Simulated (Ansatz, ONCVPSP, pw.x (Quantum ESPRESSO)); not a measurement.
gallium (Ga): does the ONCV potential hold in the solid?

ONCVPSP 4.0.1.1 (patched build) input, shortened (lines: element, Z, core and valence counts, functional; n l f; lmax; l rc ep ncon nbas qcut; lloc lpopt rc5 dvloc0; l nproj debl; icmod fcfact rcfact), LDA (Perdew-Wang 92), scalar-relativistic:

```
  Ga 31.00    6    2  -001012      upf
    1    0    2.00
    2    0    2.00
    2    1    6.00
    3    0    2.00
    3    1    6.00
    3    2   10.00
    4    0    1.00
    4    1    2.00
    2
    0    1.70    0.00    4    8    3.20
    1    1.92    0.00    3    7    3.40
    2    2.00    0.37    3    6    5.00
    4    4    1.65    3.00
    0    2    3.50
    1    2    0.90
    2    2    4.00
    3    1.75    1.45
```

Crystal test: fcc Ga in pw.x 7.5, no spin, 14³ k-points, Fermi–Dirac smearing 0.01 Ry, cutoffs 125/500 Ry. The reference is all-electron LAPW (Ansatz 0.2.0) with the same functional, mesh and smearing; V0 and B0 come from Birch–Murnaghan fits to the pressures at five volumes. Errors are pseudo minus all-electron; Δ is the rms difference of the E(V) curves that follow from these fits, minima aligned, over ±6 % about the mean V0. Mesh and smearing are coarse, so the numbers serve the comparison and aren't converged zero-temperature values; the lattice is a test structure that the element need not adopt.

| V (Å³/atom) | P all-electron (GPa) | P pseudo (GPa) |
| --- | --- | --- |
| 16.293 | 3.76 | -1.38 |
| 16.721 | 1.73 | -3.00 |
| 17.150 | -0.02 | -4.39 |
| 17.579 | -1.53 | -5.57 |
| 18.008 | -2.83 | -6.57 |

All-electron: a0 = 4.093 Å (V0 = 17.15 Å³/atom), B0 = 65.0 GPa.

Pseudopotential: mean pressure error (GPa): -4.41. The pressure does not cross zero within the volumes sampled, so no fit is given. This is a poor potential for the solid.

Problem. At the middle volume, how do free energy and pressure move when the wave cutoff is lowered (ecutrho kept at four times it)?

Solution.

```json
{"cutoff (Ry)": "56", "shift of F (meV/atom)": "+27.5", "shift of P (GPa)": "-0.30"}
{"cutoff (Ry)": "75", "shift of F (meV/atom)": "+19.4", "shift of P (GPa)": "-0.02"}
{"cutoff (Ry)": "100", "shift of F (meV/atom)": "+6.8", "shift of P (GPa)": "-0.29"}
```

The run at the middle volume (104 k-points, 5 iterations) took about 23 s on one core of a shared host (Neoverse-V1, 32 threads, 247 GiB, load 9).
